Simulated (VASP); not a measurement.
# W (Im-3m) in VASP: notebook

Aim: see how the results for W move with the level of theory and the settings. Levels: PBE+D3(BJ), PBEsol. Tasks: relaxation of cell and atoms.

Program: VASP 6.6.1. These are calculated values, not measurements. Logs are shortened: lines on timing, memory, paths and dates and some standing lists are left out, and cuts for length are marked.

## 1. Starting point

The structure is cubic, space group Im-3m (No. 229). Conventional cell: a = 3.165 Å, b = 3.165 Å, c = 3.165 Å, α = 90.00°, β = 90.00°, γ = 90.00°. W (site symmetry m-3m) is surrounded by 8 W at 2.74 Å.

## 2. Relaxation of cell and atoms, PBE+D3(BJ)

Input file INCAR:

```
ALGO = Normal
EDIFF = 1E-6
EDIFFG = -0.01
ENCUT = 600
GGA = PE
IBRION = 2
ISIF = 3
ISMEAR = 1
IVDW = 12
LASPH = True
LCHARG = False
LREAL = False
LWAVE = False
NELM = 80
NSW = 90
PREC = Accurate
SIGMA = 0.1
```

Input file KPOINTS:

```
k-points
0
Gamma
  20 20 20
```

Input file POSCAR:

```
W
1.0
   -1.5823450000      1.5823450000      1.5823450000
    1.5823450000     -1.5823450000      1.5823450000
    1.5823450000      1.5823450000     -1.5823450000
W
1
Direct
    0.0000000000      0.0000000000      0.0000000000
```

Potentials or basis: VASP PAW PBE potentials, release 64 (W_sv).

The run is started by

```sh
cat potpaw_PBE.64/W_sv/POTCAR > POTCAR
mpirun -np 1 vasp_std > vasp.out
```

OUTCAR:

```text
EDIFF = 1E-6
   EDIFFG = -0.01
   ENCUT = 600
   GGA = PE
   IBRION = 2
   ISIF = 3
   ISMEAR = 1
   IVDW = 12
   LASPH = True
   LREAL = False
   NELM = 80
   NSW = 90
   PREC = Accurate
 IVDW          = 12

 ion  position               nearest neighbor table
   1  0.000  0.000  0.000-

  LATTYP: Found a body centered cubic cell.
 ALAT       =     3.1646900000

  Lattice vectors:

 A1 = (  -1.5823450000,   1.5823450000,   1.5823450000)
 A2 = (   1.5823450000,  -1.5823450000,   1.5823450000)
 A3 = (   1.5823450000,   1.5823450000,  -1.5823450000)

Analysis of symmetry for initial positions (statically):
=====================================================================
 Subroutine PRICEL returns:
 Original cell was already a primitive cell.

 Routine SETGRP: Setting up the symmetry group for a
 body centered cubic supercell.

 Subroutine GETGRP returns: Found 48 space group operations
 (whereof 48 operations were pure point group operations)
 out of a pool of 48 trial point group operations.

The static configuration has the point symmetry O_h .

Analysis of symmetry for dynamics (positions and initial velocities):
=====================================================================
 Subroutine PRICEL returns:
 Original cell was already a primitive cell.

 Routine SETGRP: Setting up the symmetry group for a
 body centered cubic supercell.

 Subroutine GETGRP returns: Found 48 space group operations
 (whereof 48 operations were pure point group operations)
 out of a pool of 48 trial point group operations.

The dynamic configuration has the point symmetry O_h .

 Subroutine INISYM returns: Found 48 space group operations
 (whereof 48 operations are pure point group operations),
 and found     1 'primitive' translations

----------------------------------------------------------------------------------------

                                     Primitive cell

  volume of cell :      15.8476

  direct lattice vectors                    reciprocal lattice vectors
    -1.582345000  1.582345000  1.582345000     0.000000000  0.315986716  0.315986716
     1.582345000 -1.582345000  1.582345000     0.315986716  0.000000000  0.315986716
     1.582345000  1.582345000 -1.582345000     0.315986716  0.315986716  0.000000000

  length of vectors
     2.740701935  2.740701935  2.740701935     0.446872699  0.446872699  0.446872699

  position of ions in fractional coordinates (direct lattice)
     0.000000000  0.000000000  0.000000000

  ion indices of the primitive-cell ions
   primitive index   ion index
                 1           1

[... 69 lines left out ...]
   ENCUT  =  600.0 eV  44.10 Ry    6.64 a.u.   5.47  5.47  5.47*2*pi/ulx,y,z
   NELM   =     80;   NELMIN=  2; NELMDL= -5     # of ELM steps
   EDIFF  = 0.1E-05   stopping-criterion for ELM
   LREAL  =      F    real-space projection
   EDIFFG = -.1E-01   stopping-criterion for IOM
   NSW    =     90    number of steps for IOM
   IBRION =      2    ionic relax: 0-MD 1-quasi-New 2-CG
   NFREE  =      1    steps in history (QN), initial steepest desc. (CG)
   ISIF   =      3    stress and relaxation
   ISYM   =      2    0-nonsym 1-usesym 2-fastsym
   POTIM  = 0.5000    time-step for ionic-motion
   TEBEG  =    0.0;   TEEND  =   0.0 temperature during run
   PSTRESS=    0.0 pullay stress
   NELECT =      14.0000    total number of electrons
   NUPDOWN=      -1.0000    fix difference up-down
   EMIN   =  10.00;   EMAX   =-10.00  energy-range for DOS
   EFERMI =   0.00;   METHOD = LEGACY
   ISMEAR =     1;   SIGMA  =   0.10  broadening in eV -4-tet -1-fermi 0-gaus
   EFERMI_NEDOS =   21; number of points for ismear=-14 and -15
   IALGO  =     38    algorithm
   IMIX   =      4    mixing-type and parameters
     AMIX     =   0.40;   BMIX     =  1.00
     AMIX_MAG =   1.60;   BMIX_MAG =  1.00
  volume/ion in A,a.u.               =      15.85       106.94
  Fermi-wavevector in a.u.,A,eV,Ry     =   1.570832  2.968442 33.572544  2.467512
  Thomas-Fermi vector in A             =   2.672506
   LORBIT       =      0    0 simple, 1 ext, 2 COOP (PROOUT), +10 PAW based schemes
   GGA     = PE    functional components
   LHFCALC =     F    Hartree Fock is set to
   AEXX    =    0.0000 exact exchange contribution
   IVDW    =    12    specifies the selected vdW correction
   LEPSILON=     F    determine dielectric tensor
   LRPA    =     F    only Hartree local field effects (RPA)
 conjugate gradient relaxation of ions
 non-spin polarized calculation
 Methfessel and Paxton  Order N= 1 SIGMA  =   0.10
  energy-cutoff  :      600.00
  volume of cell :       15.85
 maximum number of plane-waves:       543
 NGX is ok and might be reduce to    24
   NGX = 11   NGY = 11   NGZ = 11

--------------------------------------- Ionic step        1  -------------------------------------------

 number of electron      14.0000001 magnetization

 Free energy of the ion-electron system (eV)
  ---------------------------------------------------
  ext. energy  EPLUGINS =         0.00000000
  ---------------------------------------------------
  free energy    TOTEN  =       -12.95289405 eV

  energy without entropy =      -12.95295127  energy(sigma->0) =      -12.95291312

------------------------ aborting loop because EDIFF is reached ----------------------------------------

 Edisp (eV)   -0.69548

 E8    (eV) :    -0.3566
[... 69 lines left out ...]
--------------------------------------- Ionic step        3  -------------------------------------------

 number of electron      14.0000001 magnetization

 Free energy of the ion-electron system (eV)
  ---------------------------------------------------
  ext. energy  EPLUGINS =         0.00000000
  ---------------------------------------------------
  free energy    TOTEN  =       -12.95076598 eV

  energy without entropy =      -12.95083356  energy(sigma->0) =      -12.95078851

 E-fermi :  11.5455     XC(G=0): -13.6612

 val. band max:       11.5258117890   @ k =  -0.2500   0.3500   0.1500
 cond. band min:      11.5500135366   @ k =   0.5000   0.5000   0.2000
 fundamental gap:      0.0242017476
 Fermi energy:        11.5454537105

 k-point     1 :       0.0000    0.0000    0.0000
  band No.  band energies     occupation
      1     -62.6921      2.00000
      2     -26.2483      2.00000
      3     -26.2483      2.00000
      4     -26.2483      2.00000
      5       1.8375      2.00000
      6      10.2551      2.00000
      7      10.2551      2.00000
      8      10.2551      2.00000
      9      13.7608      0.00000
     10      13.7608      0.00000
     11      26.0192      0.00000
[... 309 lines left out ...]
 k-point    24 :       0.2500    0.1000    0.0000
  band No.  band energies     occupation
      1     -62.5977      2.00000
      2     -27.1367      2.00000
      3     -26.5429      2.00000
      4     -26.2989      2.00000
      5       5.1591      2.00000
      6       8.6148      2.00000
      7       9.3518      2.00000
      8      13.0134     -0.00000
      9      14.3765      0.00000
     10      14.6838      0.00000
     11      25.5037      0.00000

 [... further k-points ...]

------------------------ aborting loop because EDIFF is reached ----------------------------------------

 Edisp (eV)   -0.69777

 E8    (eV) :    -0.3578
[... 24 lines left out ...]
  FREE ENERGIE OF THE ION-ELECTRON SYSTEM (eV)
  ---------------------------------------------------
  free  energy   TOTEN  =       -13.6485374885 eV

  energy  without entropy=      -13.6486050708  energy(sigma->0) =      -13.64856002

 reached required accuracy - stopping structural energy minimisation
```

It took 26 s on 1 thread of Intel Xeon 6975P-C (Granite Rapids), shared host; peak memory 0.2 GiB.

Results:

| Item | Value |
| --- | --- |
| Free energy | -13.6485 eV |
| Relaxed volume | 15.80 Å³/atom |
| Relaxed cell | a = 2.738 Å, b = 2.738 Å, c = 2.738 Å, α = 109.47°, β = 109.47°, γ = 109.47° |
| Space group after relaxing (to 0.05 Å) | Im-3m (No. 229) |
| Energy gained by relaxing | 0.2 meV/atom |
| Ionic steps | 3 |
| Pressure after relaxing | 0.0 GPa |
| Band gap on the k mesh | none (metal or under the smearing width) |
| Dispersion energy per atom | -0.698 eV |

Step by step:
```
step  energy change (eV)  largest force (eV/Å)  pressure (GPa)  volume (Å³)
   1              0.0000                0.0000           -1.04        15.85
   2              0.0020                0.0000            3.88        15.61
   3             -0.0002                0.0000            0.01        15.80
```

Final structure:
```yaml
crystal:
  lattice:
    - [-1.58067, 1.58067, 1.58067]
    - [1.58067, -1.58067, 1.58067]
    - [1.58067, 1.58067, -1.58067]
  atoms:
    - { symbol: W, position: [0.00000, 0.00000, 0.00000] }
```

Levels at points of the mesh, in eV from the Fermi level:
```tsv
k point	band 5	band 6	band 7	band 8	band 9	band 10
(0.00, 0.00, 0.00)	-9.71	-1.29	-1.29	-1.29	2.22	2.22
(0.50, 0.00, 0.00)	-6.35	-3.64	0.64	2.11	3.09	6.13
(0.50, 0.50, 0.50)	-5.92	-5.92	5.13	5.13	5.13	8.22
```

Caveat: pairwise dispersion overbinds metals, which lowers pressure and volume. The run has no spin-orbit coupling, so splittings on W are missing.

## 3. Relaxation of cell and atoms, PBE+D3(BJ)

This run uses another cell than the first one, of 15.80 Å³/atom, 0.997 times its volume.

Edit INCAR of step 2 so:

```diff
@@ -1,4 +1,4 @@
 ALGO = Normal
-EDIFF = 1E-6
-EDIFFG = -0.01
+EDIFF = 1E-7
+EDIFFG = -0.005
 ENCUT = 600
```

KPOINTS is that of step 2.

Input file POSCAR:

```
W                                       
1.0
   -1.5806657718      1.5806657718      1.5806657718
    1.5806657718     -1.5806657718      1.5806657718
    1.5806657718      1.5806657718     -1.5806657718
  W             
     1
Direct
     0.0000000000000000    0.0000000000000000    0.0000000000000000
```

Potentials or basis: VASP PAW PBE potentials, release 64 (W_sv).

The run is started by

```sh
cat potpaw_PBE.64/W_sv/POTCAR > POTCAR
mpirun -np 1 vasp_std > vasp.out
```

It took 14 s on 1 thread of Intel Xeon 6975P-C (Granite Rapids), shared host; peak memory 0.19 GiB.

It converged, with:

```
Free energy                : -13.6485 eV
Pressure after relaxing    : 0.0 GPa
Band gap on the k mesh     : none (metal or under the smearing width)
Dispersion energy per atom : -0.698 eV
```

Final structure:
```cif
data_structure
_symmetry_space_group_name_H-M 'P 1'
_symmetry_Int_Tables_number 1
_cell_length_a 2.7378
_cell_length_b 2.7378
_cell_length_c 2.7378
_cell_angle_alpha 109.471
_cell_angle_beta 109.471
_cell_angle_gamma 109.471
_cell_volume 15.80
loop_
_atom_site_label
_atom_site_type_symbol
_atom_site_fract_x
_atom_site_fract_y
_atom_site_fract_z
_atom_site_occupancy
W1 W 0.00000 0.00000 0.00000 1
```

Levels at points of the mesh, in eV from the Fermi level:
```csv
k point,band 5,band 6,band 7,band 8,band 9,band 10
"(0.00, 0.00, 0.00)",-9.71,-1.29,-1.29,-1.29,2.22,2.22
"(0.50, 0.00, 0.00)",-6.35,-3.64,0.64,2.11,3.09,6.13
"(0.50, 0.50, 0.50)",-5.92,-5.92,5.13,5.13,5.13,8.22
```

Caveat: the relaxation stopped at its first step, so nothing moved; pairwise dispersion overbinds metals, which lowers pressure and volume. The run has no spin-orbit coupling, so splittings on W are missing.

## 4. Relaxation of cell and atoms, PBEsol

Input file INCAR:

```
PREC = Accurate
ENCUT = 600
EDIFF = 1E-6
ISMEAR = 1
SIGMA = 0.1
LREAL = F
LASPH = T
NELM = 80
ALGO = Normal
ISIF = 3
LWAVE = F
LCHARG = F
GGA = PS
IBRION = 2
NSW = 90
EDIFFG = -0.01
```

Input file KPOINTS:

```
regular mesh
0
Gamma
  20 20 20
```

Input file POSCAR:

```
W
1.0
   -1.5823450000      1.5823450000      1.5823450000
    1.5823450000     -1.5823450000      1.5823450000
    1.5823450000      1.5823450000     -1.5823450000
W
1
Direct
    0.0000000000      0.0000000000      0.0000000000
```

The run is started by

```sh
cat potpaw_PBE.64/W_sv/POTCAR > POTCAR
mpirun -np 1 vasp_std > vasp.out
```

Wall time 36 s (1 thread of Intel Xeon Platinum 8488C (Sapphire Rapids), shared host); peak memory 0.19 GiB.

It converged, with:

* Free energy: -13.8094 eV
* Relaxed volume: 15.73 Å³/atom
* Relaxed cell: a = 2.734 Å, b = 2.734 Å, c = 2.734 Å, α = 109.47°, β = 109.47°, γ = 109.47°
* Space group after relaxing (to 0.05 Å): Im-3m (No. 229)
* Energy gained by relaxing: 1.0 meV/atom
* Ionic steps: 3
* Pressure after relaxing: 0.0 GPa
* Band gap on the k mesh: none (metal or under the smearing width)

The path:
```tsv
step	energy change (eV)	largest force (eV/Å)	pressure (GPa)	volume (Å³)
1	0.0000	0.0000	-2.52	15.85
2	0.0124	0.0000	9.93	15.28
3	-0.0010	0.0000	-0.02	15.73
```

Final structure:
```
W
1.0
    -1.57828    1.57828    1.57828
     1.57828   -1.57828    1.57828
     1.57828    1.57828   -1.57828
W
1
Direct
  0.00000 0.00000 0.00000
```

Levels at points of the mesh, in eV from the Fermi level:
| k point | band 4 | band 5 | band 6 | band 7 | band 8 | band 9 | band 10 | band 11 |
| --- | --- | --- | --- | --- | --- | --- | --- | --- |
| (0.00, 0.00, 0.00) | -37.73 | -9.74 | -1.29 | -1.29 | -1.29 | 2.21 | 2.21 | 14.52 |
| (0.50, 0.00, 0.00) | -37.74 | -6.38 | -3.66 | 0.68 | 2.11 | 3.10 | 6.19 | 11.15 |
| (0.50, 0.50, 0.50) | -38.66 | -5.96 | -5.96 | 5.19 | 5.19 | 5.19 | 8.28 | 8.28 |

Caveat: the PAW data sets were made with another functional, which shifts forces and pressure a little. The run has no spin-orbit coupling, so splittings on W are missing.
